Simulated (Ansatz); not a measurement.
BAs under changes of volume

One of the cells (13.626 Å³/atom); the others are scaled copies at fixed shape and fractional positions:

```
As B
1.0
     0.00000    2.38850    2.38850
     2.38850    0.00000    2.38850
     2.38850    2.38850    0.00000
As B
1 1
Direct
  0.75000 0.75000 0.75000
  0.00000 0.00000 0.00000
```

| Property | Result |
| --- | --- |
| Program | Ansatz 0.2.0 |
| Functional | wPBEh |
| Potentials or basis | Ansatz PAW |
| Cutoff | 420 eV (not typed: the program's choice for these potentials) |
| k mesh | 5 × 5 × 5 |
| Occupations | fermi-dirac, width 0.05 eV |
| Spin | no spin polarisation |

```csv
volume (Å³/atom),energy over the lowest point (meV/atom),pressure (GPa),gap on the mesh (eV)
12.809,27.43,10.7,1.82
13.081,12.39,7.0,1.84
13.354,3.45,3.6,1.86
13.626,0.00,0.5,1.88
13.899,?,?,?
14.171,7.50,-4.8,1.91
14.444,17.56,-7.1,1.92
```

What does the run at 13.899 Å³/atom give?

Energy over the lowest point 1.50 meV/atom; pressure -2.3 GPa; gap on the mesh 1.89 eV.

Worked out: A Birch-Murnaghan fit of order 3 (a polynomial in V^(-2/3)) to the other rows has its minimum at 13.67 Å³/atom with B0 = V·E''(V) = 144 GPa and B' = 4.2. It gives 1.52 meV/atom at 13.899 Å³/atom, against the run's 1.50, and -dE/dV = -2.3 GPa, against -2.3. A straight line through the other rows of the gap, of slope 0.843 eV per unit of ln V, gives 1.89 eV, against the run's 1.89.

Energies are extrapolated to zero smearing.

Caveats: all runs use coarse meshes; odd divisions of the mesh miss points on the zone boundary, where band edges often lie, so the gap on the mesh can be too wide; the PAW data sets come from PBE, with cores solved anew for the run's functional, which leaves a small shift of forces and pressure; the thresholds are loose for stress.

A mesh can miss the band edges. Spin-orbit coupling on As is left out.
